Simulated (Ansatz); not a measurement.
Bi2Te2Se:

```xyz
5
Lattice="2.1610 1.2476 10.5856 -2.1610 1.2476 10.5856 0.0000 -2.4953 10.5856" Properties=species:S:1:pos:R:3 pbc="T T T"
Bi    0.0000    0.0000   12.4398
Bi    0.0000    0.0000   19.3169
Te    0.0000    0.0000   24.7831
Te    0.0000    0.0000    6.9736
Se    0.0000    0.0000    0.0000
```

The cell is a database's computed one.

```yaml
Program: Ansatz 0.2.0
Task: relaxation of cell and atoms
Functional: BLYP
Dispersion: D3(BJ)
Potentials_or_basis: Ansatz PAW
Cutoff: "420 eV (not typed: the program's choice for these potentials)"
k_mesh: 7 × 7 × 7
Occupations: fermi-dirac, width 0.05 eV
Spin: no spin polarisation
```

At the start: volume 34.25 Å³/atom.

Task: How do energy, volume and symmetry change on relaxing?

Result: It ends after 6 steps and the volume is 31.93 Å³/atom (-6.8 %); space group R-3m (No. 166, to 0.05 Å).

Step by step:
| step | energy change (eV) | largest force (eV/Å) | volume (Å³) |
| --- | --- | --- | --- |
| 1 | 0.0000 | 0.3249 | 171.24 |
| 2 | -0.0933 | 0.2316 | 162.59 |
| 3 | -0.1262 | 0.1407 | 157.97 |
| 4 | -0.1351 | 0.0195 | 159.59 |
| 5 | -0.1353 | 0.0076 | 159.66 |
| 6 | -0.1333 | 0.0077 | 159.66 |

Final structure:
```
Bi Te Se
1.0
     2.16203    1.24825    9.86010
    -2.16203    1.24825    9.86010
     0.00000   -2.49650    9.86010
Bi Te Se
2 2 1
Cartesian
  0.0000 0.0000 11.6982
  0.0000 0.0000 17.8821
  0.0000 0.0000 23.3272
  0.0000 0.0000 6.2531
  0.0000 0.0000 0.0000
```

Caveat: the plane-wave basis is chosen anew once the cell has moved, so the energies of steps on either side of that aren't comparable; the PAW data sets come from PBE, with cores solved anew for the run's functional, which leaves a small shift of forces and pressure.
